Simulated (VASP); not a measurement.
Crystal: InSe.

```
In Se
1.0
     4.05000    0.00000    0.00000
    -2.02500    3.50740    0.00000
     0.00000    0.00000   16.93000
In Se
4 4
Direct
  0.66667 0.33333 0.84300
  0.33333 0.66667 0.34300
  0.66667 0.33333 0.65700
  0.33333 0.66667 0.15700
  0.66667 0.33333 0.39800
  0.33333 0.66667 0.89800
  0.66667 0.33333 0.10200
  0.33333 0.66667 0.60200
```

```yaml
Program: VASP 6.6.1
Task: single point
Functional: PBE
Potentials_or_basis: VASP PAW PBE potentials, release 64 (In_d, Se)
Cutoff: 520 eV
k_mesh: 8 × 8 × 2
Occupations: fermi-dirac, width 0.05 eV
Spin: no spin polarisation
```

On this cell: pressure 7.7 GPa; largest force 2.893 eV/Å; band gap on the k mesh none (metal or under the smearing width).

The same run follows on a disturbed copy (atoms moved at random, drawn with an rms of 0.05 Å):

```
In Se
1.0
     4.05000    0.00000    0.00000
    -2.02500    3.50740    0.00000
     0.00000    0.00000   16.93000
In Se
4 4
Cartesian
  2.0220 1.1148 14.2559
  -0.0657 2.2677 5.8120
  2.0271 1.1860 11.1814
  -0.0062 2.3238 2.6605
  2.0294 1.1725 6.6972
  0.0558 2.3084 15.1478
  1.9868 1.1616 1.7302
  -0.0292 2.3362 10.2037
```

Task: What does the disturbed cell give?

Result: The energy (extrapolated to zero smearing) moves by +16.0 meV/atom; pressure 8.1 GPa; largest force 3.390 eV/Å; band gap on the k mesh none (metal or under the smearing width).

Forces in eV/Å, atoms in the order of the input:
```
In   0.574  0.239 -2.955
In   0.905  0.806 -3.166
In  -0.282 -0.199  2.573
In  -0.326  0.075  2.920
Se  -0.897 -0.787  2.308
Se  -0.606 -0.201  2.231
Se   0.322 -0.094 -2.060
Se   0.310  0.162 -1.852
```

Stress tensor (GPa, compression positive):
```
11.64  0.12 -1.31
 0.12 10.42 -0.53
-1.31 -0.53  2.28
```

Caveats: this functional lacks dispersion, which binds the layers, so the pressure and a relaxed spacing across them are unreliable (some runs); forces of over 1 eV/Å show positions far from the minimum, so gaps and moduli don't describe the material at rest (some runs).
